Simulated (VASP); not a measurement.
A run of VASP 6.6.1 is set up as follows.

Contents of INCAR:

```
PREC     = Accurate       # precision mode
ENCUT    = 600            # plane-wave cutoff, eV
EDIFF    = 1E-7           # SCF threshold, eV
ISMEAR   = 0              # smearing method
SIGMA    = 0.02           # smearing width, eV
LREAL    = False          # projectors in reciprocal space
LASPH    = True           # aspherical terms in the spheres
NELM     = 100            # most SCF steps
ALGO     = Normal         # electronic algorithm
ISIF     = 3              # what is computed and relaxed
LWAVE    = False          # write WAVECAR
LCHARG   = False          # write CHGCAR
GGA      = RP             # functional
IBRION   = 2              # ionic algorithm
NSW      = 90             # ionic steps
EDIFFG   = -0.005         # ionic threshold
```

Contents of KPOINTS:

```
regular mesh
0
Gamma
  8 8 8
```

Contents of POSCAR:

```
LiCl
1.0
    0.0000000000      2.5421223400      2.5421223400
    2.5421223400      0.0000000000      2.5421223400
    2.5421223400      2.5421223400      0.0000000000
Li Cl
1 1
Direct
    0.0000000000      0.0000000000      0.0000000000
    0.5000000000      0.5000000000      0.5000000000
```

Potentials or basis: VASP PAW PBE potentials, release 64 (Li_sv, Cl).

Command:

```bash
$ cat potpaw_PBE.64/Li_sv/POTCAR potpaw_PBE.64/Cl/POTCAR > POTCAR
$ mpirun -np 1 vasp_std > vasp.out
```

Question: What does it give for the relaxed cell?

Answer: a = 3.711 Å, b = 3.711 Å, c = 3.711 Å, α = 60.00°, β = 60.00°, γ = 60.00°.

Question: What does it give for the relaxed volume?

Answer: 18.07 Å³/atom.

Step by step:
| step | energy change (eV) | largest force (eV/Å) | pressure (GPa) | volume (Å³) |
| --- | --- | --- | --- | --- |
| 1 | 0.0000 | 0.0000 | 3.19 | 32.86 |
| 2 | -0.0226 | 0.0000 | 1.46 | 34.44 |
| 3 | -0.0297 | 0.0000 | -0.25 | 36.46 |
| 4 | -0.0300 | 0.0000 | -0.02 | 36.15 |

Caveat: the cutoff is under 1.25 times the usual one of these potentials, so pressure, stress and relaxed cells hold a basis-set (Pulay) error; the PAW data sets were made with another functional, which shifts forces and pressure a little.
